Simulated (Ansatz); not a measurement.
System: wurtzite BeO. Method: LDA in Ansatz (PAW).

Numerical settings: plane-wave cutoff 520 eV, 18×18×8 k mesh (along the axes of the cell as run), Fermi–Dirac smearing 0.01 eV, scalar-relativistic PAW data made under PBE.

Response to compression and expansion (c/a stays at 1.625):

Shape and atoms are relaxed at each volume.

```json
[
 {"V (Å³/atom)": "6.389", "P (GPa)": "10.22", "direct gap at Γ (eV)": "8.388"},
 {"V (Å³/atom)": "6.522", "P (GPa)": "4.87", "direct gap at Γ (eV)": "8.158"},
 {"V (Å³/atom)": "6.655", "P (GPa)": "0.00", "direct gap at Γ (eV)": "7.939"},
 {"V (Å³/atom)": "6.788", "P (GPa)": "-4.42", "direct gap at Γ (eV)": "7.728"},
 {"V (Å³/atom)": "6.921", "P (GPa)": "-8.45", "direct gap at Γ (eV)": "7.521"}
]
```

A straight line through the gaps at Γ against ln V gives a volume deformation potential dE_g(Γ)/d ln V of -10.8 eV: the gap at Γ widens under compression.

Measured, for comparison: band gap 11.29 eV (zero-point renormalisation of 699 meV (computed, non-adiabatic AHC, without the lattice-expansion part) added back here; inputs from Miglio et al. (2020), arXiv:2011.12765).

Note: the bulk modulus comes from volumes at which shape and atoms were relaxed.

Ansatz is a quantum-chemistry and plane-wave program.
